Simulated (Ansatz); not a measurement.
# V(110) / 1 layer Mo(110) / V(110): resistance against film thickness, part 2 of 2

Aim: what a thin film of another metal adds to the resistance, first V(110) / 1 layer Mo(110) / V(110).

Ansatz 0.2.0; Ansatz plane-wave DFT, PBE, PAW files; ballistic transport by layer matching (Landauer), zero bias.

So far. Step 2 (With 1 layer): The lead's potential steps by 6.4 meV from period to period, small in itself. The program estimates the junction's conductance to 3.4 % from the k-mesh, 1.5 % from the leads' distance from neutral and 4.6 % from their steps. Step 3 (With 3 layers, k-mesh 15×15×1, film layers 3): The conductance of the junction is 9.1e14 S/m², 32 % under the 1.3e15 S/m² of the last finished run.

### Step 4. With 5 layers, k-mesh 15×15×1, film layers 5

The stack now holds 5 film layers; the k-mesh follows the cell, and the energies span -0.27 to 0.27 eV.

System of this step: V(110) / 5 layers Mo(110) / V(110). The cell holds 13 atoms: 8 V and 5 Mo. Cell: a = 2.621 Å, b = 2.621 Å, c = 29.191 Å, α = 88.3°, β = 88.3°, γ = 109.5°. It derives from V and Mo. Regions: lead, 8 atoms (8 V); films, 5 atoms (5 Mo). The structure is stacked along c, and the current runs across the ab planes.

File input.yaml:

```yaml
crystal:
  lattice:
    - [1.513, -2.1397051199, 0.0]
    - [1.513, 2.1397051199, 0.0]
    - [1.513, 0.0, 29.1515683806]
  atoms:
    - { symbol: V, position: [0.9816501715, 0.9816501715, 0.036699657] }
    - { symbol: V, position: [0.4449505145, 0.4449505145, 0.1100989709] }
    - { symbol: V, position: [0.9082508576, 0.9082508576, 0.1834982849] }
    - { symbol: V, position: [0.3715512006, 0.3715512006, 0.2568975988] }
    - { symbol: Mo, position: [0.8325610977, 0.8325610977, 0.3348778047] }
    - { symbol: Mo, position: [0.2912805488, 0.2912805488, 0.4174389023] }
    - { symbol: Mo, position: [0.75, 0.75, 0.5] }
    - { symbol: Mo, position: [0.2087194512, 0.2087194512, 0.5825610977] }
    - { symbol: Mo, position: [0.6674389023, 0.6674389023, 0.6651221953] }
    - { symbol: V, position: [0.1284487994, 0.1284487994, 0.7431024012] }
    - { symbol: V, position: [0.5917491424, 0.5917491424, 0.8165017151] }
    - { symbol: V, position: [0.0550494855, 0.0550494855, 0.8899010291] }
    - { symbol: V, position: [0.5183498285, 0.5183498285, 0.963300343] }
kpoints:
  mp_grid: { grid: [15, 15, 1] }
hamiltonian:
  xc: pbe
scf:
  occupations: { method: fermi_dirac, width: 0.1 }
output:
  transmission:
    leads: [[0, 1]]
    kmesh: [30, 30]
    e_range: [-0.27, 0.27]
    de: 0.036
  write_potential: true
  write_density: true
  volumetric_format: npy
```

Run with:

```
$ ansatz run input.yaml --threads 4 --pin off --max-ram 8192MiB --backend cpu --events-out ev --progress --plain --runs-dir out
```

Numbers of over 12 decimals in the logs are rounded to 6 here.

What it wrote:

```text
[...]
Crystal: 13 atoms, lattice volume = 188.749 Å³
Basis set: ecut = 420 eV, 3691 PW (Γ)
Bands: 105, of which v1, the nominal top of the filled ones, is band 87 counted from 1 (86 counted from 0)
Symmetry: 4 space group operations
k-points: 64 of 225
[...]
--- Transmission ---
  basis      : 63 plane waves across, 42 finite elements along
  points     : 241, standing for a mesh of 30 x 30
[...]
filled         : 24.2 meV over the level at which it is neutral
    channels       : 1.665556e0 a spin
[...]
slowest decay  : 0.0894 /Å at (0.5000, 0.1667)
  junction   : crystal 0 to crystal 0, 0.70 to 27.71 Å
    transmission   : 6.782406e-1 a spin
[...]
resistance     : 7.2617e-4 Ω µm² beyond half of each lead's own
[key lines of the parts left out:]
SCF converged after 9 iterations
Free energy (F): -48079.407665 eV
Fermi energy:    18.109640 eV
```

Run time: 2.7 min. Hardware: 4 threads of Arm Neoverse V1, shared host; peak memory 1.3 GiB; 9.6 min of CPU time.

Numbers from this step:

| Item | Value |
| --- | --- |
| free energy | -48079.4077 eV |
| energy at zero smearing | -48079.1348 eV |
| Fermi energy | 18.11 eV |
| step of the lead's potential | 6.2 meV |
| estimated errors of the lead's conductance | 0, 3.9, 2.3 % (band edges, k-mesh, distance from neutral) |
| lead conductance per cell | 1.677 G₀ |
| conductance of the junction | 8.17e14 S/m² |
| junction conductance per cell | 0.6825 G₀ |
| estimated errors of the junction's conductance | 0.2, 0, 6.5, 3.8, 0.7 % (energy step, band edges, k-mesh, leads' steps, distance from neutral) |
| area resistance that the stack adds (contact term taken off, spin by spin) | 0.7262 fΩ m² |

Per spin. Transmission, zone mean against energy, zero at the Fermi level:

| energy (eV) | transmission, zone mean |
| --- | --- |
| -0.270 | 0.676 |
| -0.234 | 0.701 |
| -0.198 | 0.706 |
| -0.162 | 0.716 |
| -0.126 | 0.712 |
| -0.090 | 0.708 |
| -0.054 | 0.695 |
| -0.018 | 0.685 |
| 0.018 | 0.678 |
| 0.054 | 0.676 |
| 0.090 | 0.651 |
| 0.126 | 0.643 |
| 0.162 | 0.626 |
| 0.198 | 0.615 |
| 0.234 | 0.591 |
| 0.270 | 0.578 |

The conductance of the junction is 8.2e14 S/m², 10 % under the 9.1e14 S/m² of the last finished run, no more than the error estimates, leads' steps apart, of 5.3 and 6.5 % together.

### Step 5. With 7 layers, k-mesh 15×15×1, film layers 7

The stack now holds 7 film layers; the k-mesh follows the cell, and the energies span -0.27 to 0.27 eV.

System of this step: V(110) / 7 layers Mo(110) / V(110). The cell holds 15 atoms: 8 V and 7 Mo. Cell: a = 2.621 Å, b = 2.621 Å, c = 33.999 Å, α = 88.5°, β = 88.5°, γ = 109.5°. It derives from V and Mo. Regions: lead, 8 atoms (8 V); films, 7 atoms (7 Mo). The structure is stacked along c, and the current runs across the ab planes.

File input.yaml:

```yaml
crystal:
  lattice:
    - [1.513, -2.1397051199, 0.0]
    - [1.513, 2.1397051199, 0.0]
    - [1.513, 0.0, 33.9651393492]
  atoms:
    - { symbol: V, position: [0.9842507262, 0.9842507262, 0.0314985476] }
    - { symbol: V, position: [0.4527521785, 0.4527521785, 0.0944956429] }
    - { symbol: V, position: [0.9212536309, 0.9212536309, 0.1574927382] }
    - { symbol: V, position: [0.3897550833, 0.3897550833, 0.2204898335] }
    - { symbol: Mo, position: [0.8562906938, 0.8562906938, 0.2874186124] }
    - { symbol: Mo, position: [0.3208604625, 0.3208604625, 0.3582790749] }
    - { symbol: Mo, position: [0.7854302313, 0.7854302313, 0.4291395375] }
    - { symbol: Mo, position: [0.25, 0.25, 0.5] }
    - { symbol: Mo, position: [0.7145697687, 0.7145697687, 0.5708604625] }
    - { symbol: Mo, position: [0.1791395375, 0.1791395375, 0.6417209251] }
    - { symbol: Mo, position: [0.6437093062, 0.6437093062, 0.7125813876] }
    - { symbol: V, position: [0.1102449167, 0.1102449167, 0.7795101665] }
    - { symbol: V, position: [0.5787463691, 0.5787463691, 0.8425072618] }
    - { symbol: V, position: [0.0472478215, 0.0472478215, 0.9055043571] }
    - { symbol: V, position: [0.5157492738, 0.5157492738, 0.9685014524] }
kpoints:
  mp_grid: { grid: [15, 15, 1] }
hamiltonian:
  xc: pbe
scf:
  occupations: { method: fermi_dirac, width: 0.1 }
output:
  transmission:
    leads: [[0, 1]]
    kmesh: [30, 30]
    e_range: [-0.27, 0.27]
    de: 0.036
  write_potential: true
  write_density: true
  volumetric_format: npy
```

What it wrote:

```text
[...]
Crystal: 15 atoms, lattice volume = 219.916 Å³
Basis set: ecut = 420 eV, 4307 PW (Γ)
Bands: 122, of which v1, the nominal top of the filled ones, is band 101 counted from 1 (100 counted from 0)
Symmetry: 4 space group operations
k-points: 64 of 225
[...]
--- Transmission ---
  basis      : 63 plane waves across, 50 finite elements along
  points     : 241, standing for a mesh of 30 x 30
[...]
filled         : 23.7 meV over the level at which it is neutral
    channels       : 1.665556e0 a spin
[...]
slowest decay  : 0.0892 /Å at (0.5000, 0.1667)
  junction   : crystal 0 to crystal 0, 0.70 to 32.52 Å
    transmission   : 6.815486e-1 a spin
[...]
resistance     : 7.0918e-4 Ω µm² beyond half of each lead's own
[key lines of the parts left out:]
SCF converged after 9 iterations
Free energy (F): -57991.248072 eV
Fermi energy:    18.543223 eV
```

It took 2.8 min on 4 threads; peak memory 1.6 GiB.

This step gave:

* free energy: -57991.2481 eV
* energy at zero smearing: -57990.9511 eV
* Fermi energy: 18.54 eV
* step of the lead's potential: 5.4 meV
* estimated errors of the lead's conductance: 0, 3.9, 2.2 % (band edges, k-mesh, distance from neutral)
* conductance of the junction: 8.28e14 S/m²
* junction conductance per cell: 0.6922 G₀
* estimated errors of the junction's conductance: 0.1, 0.3, 6.2, 5.5, 1.4 % (energy step, band edges, k-mesh, leads' steps, distance from neutral)
* area resistance that the stack adds (contact term taken off, spin by spin): 0.7092 fΩ m²

Per spin. Table of transmission, zone mean by energy, zero at the Fermi level:

| energy (eV) | transmission, zone mean |
| --- | --- |
| -0.270 | 0.642 |
| -0.234 | 0.695 |
| -0.198 | 0.717 |
| -0.162 | 0.725 |
| -0.126 | 0.736 |
| -0.090 | 0.718 |
| -0.054 | 0.717 |
| -0.018 | 0.706 |
| 0.018 | 0.682 |
| 0.054 | 0.671 |
| 0.090 | 0.658 |
| 0.126 | 0.644 |
| 0.162 | 0.616 |
| 0.198 | 0.595 |
| 0.234 | 0.563 |
| 0.270 | 0.547 |

The conductance of the junction is 8.3e14 S/m², 1.4 % over the 8.2e14 S/m² of the last finished run, within the error estimates, leads' steps apart, of 6.5 and 6.2 %.

### Step 6. With 9 layers, k-mesh 15×15×1, film layers 9

The stack now holds 9 film layers; the k-mesh follows the cell, and the energies span -0.27 to 0.27 eV.

System of this step: V(110) / 9 layers Mo(110) / V(110). The cell holds 17 atoms: 8 V and 9 Mo. Cell: a = 2.621 Å, b = 2.621 Å, c = 38.808 Å, α = 88.7°, β = 88.7°, γ = 109.5°. It derives from V and Mo. Regions: lead, 8 atoms (8 V); films, 9 atoms (9 Mo). The structure is stacked along c, and the current runs across the ab planes.

File input.yaml:

```yaml
crystal:
  lattice:
    - [1.513, -2.1397051199, 0.0]
    - [1.513, 2.1397051199, 0.0]
    - [1.513, 0.0, 38.7787103179]
  atoms:
    - { symbol: V, position: [0.9862056712, 0.9862056712, 0.0275886576] }
    - { symbol: V, position: [0.4586170136, 0.4586170136, 0.0827659727] }
    - { symbol: V, position: [0.9310283561, 0.9310283561, 0.1379432878] }
    - { symbol: V, position: [0.4034396985, 0.4034396985, 0.193120603] }
    - { symbol: Mo, position: [0.8741292175, 0.8741292175, 0.2517415649] }
    - { symbol: Mo, position: [0.3430969131, 0.3430969131, 0.3138061737] }
    - { symbol: Mo, position: [0.8120646088, 0.8120646088, 0.3758707825] }
    - { symbol: Mo, position: [0.2810323044, 0.2810323044, 0.4379353912] }
    - { symbol: Mo, position: [0.75, 0.75, 0.5] }
    - { symbol: Mo, position: [0.2189676956, 0.2189676956, 0.5620646088] }
    - { symbol: Mo, position: [0.6879353912, 0.6879353912, 0.6241292175] }
    - { symbol: Mo, position: [0.1569030869, 0.1569030869, 0.6861938263] }
    - { symbol: Mo, position: [0.6258707825, 0.6258707825, 0.7482584351] }
    - { symbol: V, position: [0.0965603015, 0.0965603015, 0.806879397] }
    - { symbol: V, position: [0.5689716439, 0.5689716439, 0.8620567122] }
    - { symbol: V, position: [0.0413829864, 0.0413829864, 0.9172340273] }
    - { symbol: V, position: [0.5137943288, 0.5137943288, 0.9724113424] }
kpoints:
  mp_grid: { grid: [15, 15, 1] }
hamiltonian:
  xc: pbe
scf:
  occupations: { method: fermi_dirac, width: 0.1 }
output:
  transmission:
    leads: [[0, 1]]
    kmesh: [30, 30]
    e_range: [-0.27, 0.27]
    de: 0.036
  write_potential: true
  write_density: true
  volumetric_format: npy
```

What it wrote:

```text
[...]
Crystal: 17 atoms, lattice volume = 251.082 Å³
Basis set: ecut = 420 eV, 4919 PW (Γ)
Bands: 138, of which v1, the nominal top of the filled ones, is band 115 counted from 1 (114 counted from 0)
Symmetry: 4 space group operations
k-points: 64 of 225
[...]
--- Transmission ---
  basis      : 63 plane waves across, 58 finite elements along
  points     : 241, standing for a mesh of 30 x 30
[...]
filled         : 22.6 meV over the level at which it is neutral
    channels       : 1.665556e0 a spin
[...]
slowest decay  : 0.0881 /Å at (0.5000, 0.1667)
  junction   : crystal 0 to crystal 0, 0.70 to 37.34 Å
    transmission   : 6.566002e-1 a spin
[...]
resistance     : 7.6029e-4 Ω µm² beyond half of each lead's own
[key lines of the parts left out:]
SCF converged after 9 iterations
Free energy (F): -67903.087345 eV
Fermi energy:    18.868090 eV
```

It took 3.5 min on 4 threads; peak memory 2 GiB; 13 min of CPU time.

Numbers from this step:

```yaml
free_energy: -67903.0873 eV
energy_at_zero_smearing: -67902.7660 eV
fermi_energy: 18.87 eV
step_of_the_lead_s_potential: 5.7 meV
estimated_errors_of_the_lead_s_conductance: 0, 3.9, 2.1 % (band edges, k-mesh, distance from neutral)
lead_conductance_per_cell: 1.679 G₀
conductance_of_the_junction: 7.95e14 S/m²
junction_conductance_per_cell: 0.6643 G₀
estimated_errors_of_the_junction_s_conductance: 0.2, 0, 5.9, 5.5, 0.9 % (energy step, band edges, k-mesh, leads' steps, distance from neutral)
area_resistance_that_the_stack_adds_contact_term_taken_off_spin_by_spin: 0.7603 fΩ m²
```

Per spin. Table of transmission, zone mean by energy, zero at the Fermi level:

| energy (eV) | transmission, zone mean |
| --- | --- |
| -0.270 | 0.645 |
| -0.234 | 0.690 |
| -0.198 | 0.706 |
| -0.162 | 0.718 |
| -0.126 | 0.713 |
| -0.090 | 0.687 |
| -0.054 | 0.675 |
| -0.018 | 0.667 |
| 0.018 | 0.657 |
| 0.054 | 0.659 |
| 0.090 | 0.631 |
| 0.126 | 0.605 |
| 0.162 | 0.574 |
| 0.198 | 0.573 |
| 0.234 | 0.552 |
| 0.270 | 0.530 |

The conductance of the junction is 8.0e14 S/m², 4.0 % under the 8.3e14 S/m² of the last finished run, within the error estimates, leads' steps apart, of 6.2 and 5.9 %.

### Step 7. All levels side by side

Times are for 4 threads of Arm Neoverse V1, shared host. The runs compared:

| no. | film layers | area resistance that the stack adds (contact term taken off, spin by spin) (fΩ m²) | conductance of the junction (S/m²) | time | memory (GiB) |
| --- | --- | --- | --- | --- | --- |
| 1 | 1 | 0.2514 | 1.33e15 | 4 min | 1.1 |
| 2 | 3 | 0.5991 | 9.12e14 | 2.3 min | 1.00 |
| 3 | 5 | 0.7262 | 8.17e14 | 2.7 min | 1.3 |
| 4 | 7 | 0.7092 | 8.28e14 | 2.8 min | 1.6 |
| 5 | 9 | 0.7603 | 7.95e14 | 3.5 min | 2.0 |

### Step 8. With 3 layers

A repeat with a changed input, to see how far the result depends on it.

This step: Ansatz plane-wave DFT, PBE, PAW files; ballistic transport by layer matching (Landauer), zero bias; changed: output.transmission.kmesh = [45, 45], output.transmission.e_range = [-0.1, 0.1], output.transmission.de = 0.05 (Ansatz 0.2.0).

System of this step: V(110) / 3 layers Mo(110) / V(110). The cell holds 11 atoms: 8 V and 3 Mo. Its edges and angles: a = 2.621 Å, b = 2.621 Å, c = 24.385 Å, α = 87.9°, β = 87.9°, γ = 109.5°. It derives from V and Mo. Regions: lead, 8 atoms (8 V); films, 3 atoms (3 Mo). The structure is stacked along c, and the current runs across the ab planes.

File input.yaml:

```yaml
crystal:
  lattice:
    - [1.513, -2.1397051199, 0.0]
    - [1.513, 2.1397051199, 0.0]
    - [1.513, 0.0, 24.3379974119]
  atoms:
    - { symbol: V, position: [0.978020941, 0.978020941, 0.0439581179] }
    - { symbol: V, position: [0.4340628231, 0.4340628231, 0.1318743537] }
    - { symbol: V, position: [0.8901047052, 0.8901047052, 0.2197905896] }
    - { symbol: V, position: [0.3461465873, 0.3461465873, 0.3077068254] }
    - { symbol: Mo, position: [0.7994450189, 0.7994450189, 0.4011099622] }
    - { symbol: Mo, position: [0.25, 0.25, 0.5] }
    - { symbol: Mo, position: [0.7005549811, 0.7005549811, 0.5988900378] }
    - { symbol: V, position: [0.1538534127, 0.1538534127, 0.6922931746] }
    - { symbol: V, position: [0.6098952948, 0.6098952948, 0.7802094104] }
    - { symbol: V, position: [0.0659371769, 0.0659371769, 0.8681256463] }
    - { symbol: V, position: [0.521979059, 0.521979059, 0.9560418821] }
kpoints:
  mp_grid: { grid: [15, 15, 1] }
hamiltonian:
  xc: pbe
scf:
  occupations: { method: fermi_dirac, width: 0.1 }
output:
  transmission: { leads: [[0, 1]], kmesh: [45, 45], e_range: [-0.1, 0.1], de: 0.05 }
  write_potential: true
  write_density: true
  volumetric_format: npy
```

What it wrote:

```text
[...]
Crystal: 11 atoms, lattice volume = 157.582 Å³
Basis set: ecut = 420 eV, 3083 PW (Γ)
Bands: 88, of which v1, the nominal top of the filled ones, is band 73 counted from 1 (72 counted from 0)
Symmetry: 4 space group operations
k-points: 64 of 225
[...]
SCF iter   1: F=—  HF=-38167.685006 eV  |F-HF|=—  |Δ(HF+E_count)|=         —  Δρ=1.55e-2  dr2=2.04e1  ethr=1.77e-3  ⟨swp⟩=4.8  Hψ=18574  notcnv=0
[...]
SCF iter   8: F=-38167.567512 eV  HF=-38167.567512 eV  |F-HF|=2.37e-8  |Δ(HF+E_count)|=   6.07e-9  Δρ=1.48e-6  dr2=2.52e-8  ethr=6.85e-11  ⟨swp⟩=7.0  Hψ=13912  notcnv=0
SCF 1 converged in 8 iterations: F = -38167.567512 eV  dr2 = 2.52e-8
[...]
transmission: 1806 of 17986 steps passed
transmission: 3598 of 17986 steps passed
[...]
transmission: 17986 of 17986 steps passed
SCF converged after 8 iterations
Free energy (F): -38167.567512 eV
[...]
Internal energy: -38167.068416 eV  (E = F + TS)
E sigma→0 (E₀):  -38167.317964 eV
Entropy (-TS):   -0.499097 eV (-45.372 meV/atom)
Fermi energy:    17.499835 eV
[...]
--- Band table (eV; the first three rows and the last of 64) ---
  k-point 0: bands = [... 69 lower, 17.6232, 17.6940, 17.6943, 17.7257, 17.8100, 17.8383, 17.8735, 18.0254, ... 11 higher]
  k-point 1: bands = [... 69 lower, 17.4893, 17.6131, 17.6217, 17.6843, 17.7803, 17.7985, 17.8840, 18.0902, ... 11 higher]
  k-point 2: bands = [... 69 lower, 17.3827, 17.4176, 17.5137, 17.5634, 17.5712, 17.6573, 17.7357, 17.8291, ... 11 higher]
  k-point 63: bands = [... 69 lower, 17.9255, 18.1905, 18.2939, 18.3132, 18.4859, 18.9439, 19.0408, 19.1064, ... 11 higher]
--- Transmission ---
  basis      : 63 plane waves across, 34 finite elements along
  points     : 529, standing for a mesh of 45 x 45
[...]
channels       : 1.704198e0 a spin
    conductance    : none, the energies end too early or step too widely for 300 K: set another output.transmission.e_range or a lower de, or, where they end at an eighth of basis.ecutwfc, a higher one
    slowest decay  : 0.0188 /Å at (-0.2667, 0.1111)
  junction   : crystal 0 to crystal 0, 0.70 to 22.90 Å
    transmission   : 7.603215e-1 a spin
[...]
```

The job ended after 1.8 min (4 threads; peak memory 1 GiB; 6.6 min of CPU time).

Numbers from this step:

```yaml
free_energy: -38167.5675 eV
energy_at_zero_smearing: -38167.3180 eV
fermi_energy: 17.50 eV
step_of_the_lead_s_potential: 6.1 meV
```

Per spin. Table of transmission, zone mean by energy, zero at the Fermi level:

| energy (eV) | transmission, zone mean |
| --- | --- |
| -0.1000 | 0.815 |
| -0.0500 | 0.787 |
| 0.0000 | 0.760 |
| 0.0500 | 0.731 |
| 0.1000 | 0.707 |

With these settings the solved energies don't cover or resolve the Fermi function, so the program prints no conductance.

### Step 9. Summary of results

- area resistance, 1 layer: 0.251 fΩ m²
- area resistance, 3 layers: 0.599 fΩ m²
- area resistance, 5 layers: 0.726 fΩ m²
- area resistance, 7 layers: 0.709 fΩ m²
- area resistance, 9 layers: 0.760 fΩ m²

The stack adds 0.25 fΩ m² with 1 layer and 0.76 fΩ m² with 9. From 3 to 9 layers it grows by 27 %, though no single step exceeds the two runs' error estimates together; nothing scatters inside a perfect film, so this is no ohmic growth. Atoms sit on ideal sites and aren't relaxed. Mo(110) is compressed by 3.8 % in plane to fit V(110).

[Logs are printed without paths, hosts, clocks, repeated set-up lines and the standing remarks that a program may print on its own settings, such as how far it seeks lower states.]

[Hosts, paths, dates, database ids (printed as entryN), source tags and the programs' standing remarks are cut or masked in the printed files.]
